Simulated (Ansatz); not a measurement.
CoO: a run of Ansatz with trial settings.

```yaml
crystal:
  lattice:
    - [1.5054695445, 0.8691832468, 2.4399269062]
    - [-1.5054695445, 0.8691832468, 2.4399269062]
    - [0.0, -1.7383664936, 2.4399269062]
  atoms:
    - { symbol: Co, position: [0.939, 0.321, 0.084], spin: 2.62 }
    - { symbol: O, position: [1.439, 0.821, 0.584], spin: 0.29 }
basis:
  ecutwfc: 180
kpoints:
  mp_grid: { grid: [6, 6, 6] }
hamiltonian:
  xc: pbe
  dispersion: d4
scf:
  occupations: { method: gaussian, width: 0.1 }
  lower_state_search: "off"
output:
  forces: true
  stress: true
  eigenvalues: true
  populations: true
magnetization:
  spin_polarized: true
```

Command:

```bash
ansatz run input.yaml --threads 1 --pin off --max-ram 1331MiB --backend cpu --events-out ev --progress --plain --runs-dir out
```

From the log (HF is the Harris–Foulkes energy, dr2 the density residual in eV):

```text
Warning: basis.ecutwfc = 180 eV is below the records' recommended 420 eV, and the density's cutoff is lower with it unless basis.ecutrho_ratio is high enough to keep the records' density cutoff: compare with a run at a higher cutoff
Pseudopotential: Co, paw, valence charge 17, recommended cutoff 420 eV (normal)
Pseudopotential: O, paw, valence charge 6, recommended cutoff 420 eV (normal)
Crystal: 2 atoms, lattice volume = 19.156 Å³
Basis set: ecut = 180 eV, 113 PW (Γ), exchange–correlation on 30×30×30 points (8 copies of the dense FFT grid, shifted against one another)
Bands: 17, of which v1, the nominal top of the filled ones, is band 12 counted from 1 (11 counted from 0)
Symmetry: 12 space group operations
Space group: R-3m (ITA 166), of the structure as read, at distance tolerance 2.7e-5 Å
k-points: 32 of 216
Initial density: superposition of atomic densities
Starting moments: Σ|m| = 2.91 μB on 2 of 2 sites
SCF iter   1: HF=-5650.968359 eV  Δρ=2.88e-1 (↑2.88e-1 ↓2.34e-1) dr2=1.77e1  dr2_m=6.02e0  M=0.865 μB ∫|m|=0.885 μB
SCF iter   2: HF=-5646.348202 eV  Δρ=1.82e-1 (↑1.82e-1 ↓1.48e-1) dr2=5.81e0  dr2_m=2.56e0  M=0.979 μB ∫|m|=0.995 μB
SCF iter   3: HF=-5643.834688 eV  Δρ=7.90e-2 (↑7.90e-2 ↓7.25e-2) dr2=3.85e-1  dr2_m=7.93e-1  M=1.122 μB ∫|m|=1.142 μB
SCF iter   4: HF=-5643.756511 eV  Δρ=5.73e-2 (↑5.35e-2 ↓5.73e-2) dr2=8.22e-3  dr2_m=5.35e-1  M=1.027 μB ∫|m|=1.048 μB
   ...
SCF iter  17: HF=-5643.878701 eV  Δρ=5.04e-5 (↑4.09e-5 ↓5.04e-5) dr2=5.50e-7  dr2_m=1.39e-7  M=0.397 μB ∫|m|=0.404 μB
SCF iter  18: F=-5643.878701 eV  HF=-5643.878701 eV  Δρ=1.52e-5 (↑1.01e-5 ↓1.52e-5) dr2=4.67e-8  dr2_m=1.38e-8  M=0.396 μB ∫|m|=0.404 μB
SCF iter  19: F=-5643.878701 eV  HF=-5643.878701 eV  Δρ=2.38e-6 (↑1.98e-6 ↓2.38e-6) dr2=2.80e-10  dr2_m=6.40e-10  M=0.396 μB ∫|m|=0.404 μB
SCF 1 converged in 19 iterations: F = -5643.878701 eV  dr2 = 2.80e-10
SCF converged after 19 iterations
Magnetization: 0.3964 μB (11.6982 up, 11.3018 down)
Absolute magnetization: 0.4038 μB (∫|ρ↑−ρ↓|, with the PAW one-centre terms)
Per-site moments (μB) at R_I (Å): [(0.3550, 0.8760), (0.0117, 0.8760)]
Free energy (F): -5643.878701 eV
E sigma→0 (E₀):  -5643.873028 eV
Entropy (-TS):   -0.011347 eV (-5.673 meV/atom)
Fermi energy:    12.438962 eV
--- Forces (eV/Å), atoms counted from 1 ---
  atom   1  Co    -0.00000000     0.00000000     0.00000000
  atom   2  O     -0.00000000     0.00000000     0.00000000
--- Stress (GPa, compression-positive) ---
      -80.113936       0.000000      -0.000000
        0.000000     -80.113936      -0.000000
       -0.000000      -0.000000     -63.106622
  P = ⅓ Tr σ = -74.4448 GPa (-744.448 kbar)
```

Settings here are deliberately varied, not converged.